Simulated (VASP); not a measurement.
Output of a VASP run:

OSZICAR:
```
       N       E                     dE             d eps       ncg     rms          rms(c)
DAV:   1     0.197832482561E+03    0.19783E+03   -0.14792E+04   928   0.153E+03
DAV:   2    -0.228617399323E+02   -0.22069E+03   -0.21561E+03  1248   0.379E+02
DAV:   3    -0.302625368345E+02   -0.74008E+01   -0.73948E+01  1392   0.730E+01
DAV:   4    -0.304525162131E+02   -0.18998E+00   -0.18996E+00  1264   0.857E+00
DAV:   5    -0.304551415120E+02   -0.26253E-02   -0.26253E-02  1312   0.770E-01    0.221E+01
DAV:   6    -0.240243414842E+02    0.64308E+01   -0.39045E+01  1064   0.462E+01    0.876E+00
DAV:   7    -0.239078651270E+02    0.11648E+00   -0.16106E+00  1208   0.104E+01    0.544E+00
DAV:   8    -0.238575046144E+02    0.50361E-01   -0.22476E-01  1216   0.465E+00    0.533E-01
DAV:   9    -0.238583127309E+02   -0.80812E-03   -0.11927E-02  1272   0.927E-01    0.364E-01
DAV:  10    -0.238591083231E+02   -0.79559E-03   -0.30058E-03  1152   0.624E-01    0.102E-01
DAV:  11    -0.238591199141E+02   -0.11591E-04   -0.81008E-04  1160   0.246E-01    0.958E-02
DAV:  12    -0.238590834382E+02    0.36476E-04   -0.22126E-04  1128   0.112E-01    0.589E-03
DAV:  13    -0.238590835695E+02   -0.13129E-06   -0.39746E-06  1064   0.189E-02    0.399E-03
DAV:  14    -0.238590837582E+02   -0.18874E-06   -0.47827E-07  1072   0.642E-03    0.264E-03
DAV:  15    -0.238590836925E+02    0.65737E-07   -0.10650E-07   704   0.307E-03
   1 F= -.23859084E+02 E0= -.23859084E+02  d E =-.545699E-13
```

### OUTCAR
```
------------------------ aborting loop because EDIFF is reached ----------------------------------------
  FORCE on cell =-STRESS in cart. coord.  units (eV):
  Direction    XX          YY          ZZ          XY          YZ          ZX
  --------------------------------------------------------------------------------------
  Total       -2.7749834     -2.7749834     -2.7749834     -0.0000000      0.0000000     -0.0000000
  in kB     -126.7294229   -126.7294229   -126.7294229     -0.0000000      0.0000000     -0.0000000
  external PRESSURE =    -126.7294229 kB  Pullay stress =       0.0000000 kB
  volume of cell :       35.08
      direct lattice vectors                 reciprocal lattice vectors
     0.000000000  2.598291293  2.598291293    -0.192434159  0.192434159  0.192434159
     2.598291293  0.000000000  2.598291293     0.192434159 -0.192434159  0.192434159
     2.598291293  2.598291293  0.000000000     0.192434159  0.192434159 -0.192434159
 POSITION                                       TOTAL-FORCE (eV/Angst)
 -----------------------------------------------------------------------------------
      0.00000      0.00000      0.00000        -0.000000     -0.000000     -0.000000
      1.29915      1.29915      1.29915         0.000000      0.000000      0.000000
      3.89744      3.89744      3.89744        -0.000000     -0.000000     -0.000000
 -----------------------------------------------------------------------------------
    total drift:                                0.000000      0.000000      0.000000
  FREE ENERGIE OF THE ION-ELECTRON SYSTEM (eV)
  ---------------------------------------------------
  free  energy   TOTEN  =       -23.8590836925 eV

  energy  without entropy=      -23.8590836925  energy(sigma->0) =      -23.85908369
```
(Selected blocks of OUTCAR.)

POSCAR:
```
ZrO2
1
    0.0000000000     2.5982912935     2.5982912935
    2.5982912935     0.0000000000     2.5982912935
    2.5982912935     2.5982912935     0.0000000000
Zr O
1 2
Direct
  0.0000000000   0.0000000000   0.0000000000
  0.2500000000   0.2500000000   0.2500000000
  0.7500000000   0.7500000000   0.7500000000
```

Q: Write an INCAR and KPOINTS that could have produced this output.

A: This is not unique; one that fits is the input of the run itself, rev-vdW-DF2, plane waves, VASP's PBE PAW potentials (set 64).

### INCAR
```
LWAVE=.False.
LCHARG=.False.
LASPH=.True.   ! aspherical one-centre terms
ISMEAR=0
PARAM1=0.1234568
NELM=100   ! most electronic steps
LREAL=.False.
GGA=MK
LUSE_VDW=.True.
ISIF=2   ! forces and stress, cell fixed
PARAM2=0.7114
ENCUT=520
SIGMA=0.05
AGGAC=0.0
ZAB_VDW=-1.8867
ALGO=Normal
PREC=Accurate
LMAXMIX=4   ! l cut-off of mixed one-centre charges
EDIFF=1E-7
SYSTEM=ZrO2
```

File KPOINTS:
```
Automatic mesh
0
Gamma
8 8 8
0 0 0
```

POTCAR, in this order: Zr_sv O (PBE.64 set). Program: vasp_std.

The compound is ZrO2 in the fluorite structure, the high-temperature cubic form, which is unstable at 0 K; the monoclinic form is the stable one. This cell is one point of a volume scan, at 1.06 of the reference volume.
